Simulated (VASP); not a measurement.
## HfO2: relaxation of cell and atoms with BEEF-vdW

The system is HfO2.

```
Hf O
1.0
     4.81353    0.00000    0.00000
     0.00000    4.81353    0.00000
     0.00000    0.00000    3.20542
Hf O
2 4
Direct
  0.50000 0.50000 0.50000
  0.00000 0.00000 0.00000
  0.80504 0.19496 0.50000
  0.69496 0.69496 0.00000
  0.30504 0.30504 0.00000
  0.19496 0.80504 0.50000
```

Measurements of this composition are mostly on another form, of space group No. 14.

```json
{
  "Program": "VASP 6.6.1",
  "Task": "relaxation of cell and atoms",
  "Functional": "BEEF-vdW",
  "Potentials or basis": "VASP PAW PBE potentials, release 64 (Hf_pv, O)",
  "Cutoff": "600 eV",
  "k mesh": "6 × 6 × 8",
  "Occupations": "fermi-dirac, width 0.05 eV",
  "Spin": "no spin polarisation",
  "Further INCAR settings": "ALGO = Fast; EDIFF = 1e-06; IBRION = 2; EDIFFG = -0.005; NSW = 40; ISIF = 3"
}
```

The relaxed volume is 12.74 Å³/atom and the relaxed cell is a = 4.864 Å, b = 4.864 Å, c = 3.231 Å, α = 90.00°, β = 90.00°, γ = 90.00°. The space group after relaxing (to 0.05 Å) is P4_2/mnm (No. 136) and the energy gained by relaxing is 7.2 meV/atom. The ionic steps are 8. The pressure after relaxing is 0.0 GPa and the largest force after relaxing is 0.005 eV/Å. The band gap on the k mesh is 3.97 eV, direct.

Forces on the atoms (eV/Å):
```
Hf   0.000  0.000  0.000
Hf   0.000  0.000  0.000
O   -0.003  0.003  0.000
O    0.003  0.003  0.000
O   -0.003 -0.003  0.000
O    0.003 -0.003  0.000
```

The path:
| step | energy change (eV) | largest force (eV/Å) | pressure (GPa) | volume (Å³) |
| --- | --- | --- | --- | --- |
| 1 | 0.0000 | 0.0591 | 6.55 | 74.27 |
| 2 | 0.0600 | 0.2187 | -8.69 | 79.85 |
| 3 | -0.0419 | 0.0610 | 0.15 | 76.38 |
| 4 | -0.0419 | 0.0628 | -0.08 | 76.42 |
| 5 | -0.0429 | 0.0085 | -0.20 | 76.52 |
| 6 | -0.0429 | 0.0042 | -0.15 | 76.52 |
| 7 | -0.0429 | 0.0053 | 0.18 | 76.40 |
| 8 | -0.0429 | 0.0048 | 0.03 | 76.45 |

Final structure:
```
CELL_PARAMETERS angstrom
4.86439 0.00000 0.00000
0.00000 4.86439 0.00000
0.00000 0.00000 3.23102
ATOMIC_POSITIONS crystal
Hf 0.50000 0.50000 0.50000
Hf 0.00000 0.00000 0.00000
O 0.80521 0.19479 0.50000
O 0.69479 0.69479 0.00000
O 0.30521 0.30521 0.00000
O 0.19479 0.80521 0.50000
```

Levels at points of the mesh, in eV from the valence-band top:
```tsv
k point	band 20	band 21	band 22	band 23	band 24	band 25
(0.00, 0.00, 0.00)	-0.50	-0.50	0.00	3.97	4.15	5.14
(0.50, 0.00, 0.00)	-1.42	-0.63	-0.63	4.58	4.58	6.08
(0.50, 0.50, 0.00)	-1.14	-0.85	-0.85	4.18	4.18	5.56
(0.00, 0.00, 0.50)	-1.96	-0.96	-0.96	5.49	5.49	5.98
(0.50, 0.00, 0.50)	-1.71	-0.89	-0.89	4.20	4.20	6.20
(0.50, 0.50, 0.50)	-1.04	-0.52	-0.52	5.06	5.06	5.78
```

Run time: 9.2 min on 1 thread of AMD EPYC 9R14 (Zen 4), on a shared host, peak memory 0.51 GiB.

Caveat: the PAW data sets were made with another functional, which shifts forces and pressure a little; spin-orbit coupling is left out, which moves the levels of the heavy elements. A k mesh can miss the band edges.
